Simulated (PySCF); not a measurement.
**Indirect couplings**

Molfile (atoms numbered from 1):
```
C4H9NO
     RDKit          3D

 15 14  0  0  0  0  0  0  0  0999 V2000
    1.9818   -0.2620   -0.2365 C   0  0  0  0  0  0  0  0  0  0  0  0
    0.8175    0.6420   -0.5832 C   0  0  0  0  0  0  0  0  0  0  0  0
    0.9807    1.7171   -1.1279 O   0  0  0  0  0  0  0  0  0  0  0  0
   -0.4166    0.1931   -0.2433 N   0  0  0  0  0  0  0  0  0  0  0  0
   -1.5745    0.9716   -0.6200 C   0  0  0  0  0  0  0  0  0  0  0  0
   -0.6929   -1.0897    0.3531 C   0  0  0  0  0  0  0  0  0  0  0  0
    2.8866    0.1917   -0.6314 H   0  0  0  0  0  0  0  0  0  0  0  0
    1.8541   -1.2488   -0.6747 H   0  0  0  0  0  0  0  0  0  0  0  0
    2.0829   -0.3594    0.8425 H   0  0  0  0  0  0  0  0  0  0  0  0
   -2.1986    0.4175   -1.3253 H   0  0  0  0  0  0  0  0  0  0  0  0
   -1.2226    1.8871   -1.0912 H   0  0  0  0  0  0  0  0  0  0  0  0
   -2.1679    1.2215    0.2622 H   0  0  0  0  0  0  0  0  0  0  0  0
   -1.5957   -1.0077    0.9593 H   0  0  0  0  0  0  0  0  0  0  0  0
   -0.8607   -1.8582   -0.4101 H   0  0  0  0  0  0  0  0  0  0  0  0
    0.1215   -1.4078    0.9989 H   0  0  0  0  0  0  0  0  0  0  0  0
  1  2  1  0
  2  3  2  0
  2  4  1  0
  4  5  1  0
  4  6  1  0
  1  7  1  0
  1  8  1  0
  1  9  1  0
  5 10  1  0
  5 11  1  0
  5 12  1  0
  6 13  1  0
  6 14  1  0
  6 15  1  0
M  END
```

Indirect spin–spin couplings were computed at B3LYP/pcJ-1 (spin–dipole term only in couplings to heteroatoms) (PySCF 2.14) on a GFN2-xTB structure, for the isolated molecule, without vibrational or relativistic corrections. Couplings are averaged over pairs made equivalent by symmetry, fast rotation or ring inversion, so a value needn't be that of the named pair in this geometry, while other rotamers aren't included; one pair stands for each set, and the list holds those of at least 0.8 Hz over up to four bonds, among pairs with at least one C or N or H atom (others weren't computed).

Isotopes: ¹³C, ¹H, ¹⁷O, ¹⁵N. Couplings to quadrupolar nuclei such as 17O and 33S are rarely resolved in practice.

```tsv
pair	bonds	J (Hz)
C1, C2	1	54.5
C1, H7	1	?
C2, O3	1	?
C2, N4	1	?
N4, C5	1	-13.6
N4, C6	1	-12.7
C5, H10	1	142.3
C6, H13	1	140.5
C1, O3	2	?
C1, N4	2	?
C2, C5	2	1.2
C2, C6	2	3.1
C2, H7	2	?
C5, C6	2	2.9
H7, H8	2	-14.8
H10, H11	2	-13.1
H13, H14	2	-13.4
C1, C6	3	1.2
C2, H10	3	?
C2, H13	3	?
O3, C5	3	-2.1
O3, H7	3	-1.4
C5, H13	3	3.4
C6, H10	3	4.2
C6, H7	4	1.4
```

Estimate the withheld couplings, with signs.

Answers


- ¹J(C1,H7) = 133.9 Hz (mean over equivalent pairs that range from 129.9 to 140.9 Hz in this conformer)
- ¹J(C2,O3) = 28.2 Hz (bond length 1.216 Å)
- ¹J(C2,N4) = -16.7 Hz (bond length 1.356 Å)
- ²J(C1,O3) = -3.6 Hz (angle at C2 122°)
- ²J(C1,N4) = -9.4 Hz (angle at C2 116°)
- ²J(C2,H7) = -5.7 Hz
- ³J(C2,H10) = 2.6 Hz (mean over equivalent pairs that range from 1.8 to 3.5 Hz in this conformer)
- ³J(C2,H13) = 3.0 Hz (mean over equivalent pairs that range from 0.0 to 6.4 Hz in this conformer)
